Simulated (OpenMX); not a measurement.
## WS2 (Tungstenite) under changes of volume

One of the cells (18.245 Å³/atom); the others are scaled copies at fixed shape and fractional positions:

```xyz
6
Lattice="3.1800 0.0000 0.0000 -1.5900 2.7540 0.0000 0.0000 0.0000 12.5000" Properties=species:S:1:pos:R:3 pbc="T T T"
W     1.5900    0.9180    9.3750
W     0.0000    1.8360    3.1250
S     1.5900    0.9180    4.6875
S     0.0000    1.8360   10.9375
S     1.5900    0.9180    1.5625
S     0.0000    1.8360    7.8125
```

```yaml
Program: OpenMX 3.8.5
Functional: LDA
Potentials_or_basis: OpenMX 2013 LDA set, W7.0-s3p2d2f1, S7.0-s2p2d1f1, fixed grid of 32 × 32 × 150 points
k_mesh: 11 × 11 × 3
Occupations: fermi-dirac, width 0.05 eV
Spin: no spin polarisation
```

```csv
volume (Å³/atom),energy over the lowest point (meV/atom),gap on the mesh (eV),largest force (eV/Å)
17.150,9.26,0.91,1.019
17.515,0.32,0.93,0.599
17.880,0.00,0.95,0.211
18.245,?,?,?
18.610,21.65,0.99,0.481
18.975,42.10,1.01,0.787
19.340,68.01,1.02,1.073
```

Task: What does the run at 18.245 Å³/atom give?

Result: Energy over the lowest point 7.36 meV/atom; gap on the mesh 0.97 eV; largest force 0.150 eV/Å.

Worked out: A Birch-Murnaghan fit of order 3 (a polynomial in V^(-2/3)) to the other rows has its minimum at 17.71 Å³/atom with B0 = V·E''(V) = 173 GPa and B' = 4.5 at fixed shape and positions, which overstates the stiffness. It gives 7.39 meV/atom at 18.245 Å³/atom, against the run's 7.36. A straight line through the other rows of the gap, of slope 0.946 eV per unit of ln V, gives 0.97 eV, against the run's 0.97.

Energies are extrapolated to zero smearing.

Caveats: spin-orbit coupling is left out, which moves the levels of the heavy elements; an odd mesh through Γ misses points on the zone boundary, where band edges often lie; the basis of atomic orbitals isn't converged, which shifts pressures, moduli and gaps; forces of over 1 eV/Å show positions far from the minimum, so gaps and moduli don't describe the material at rest (some runs).
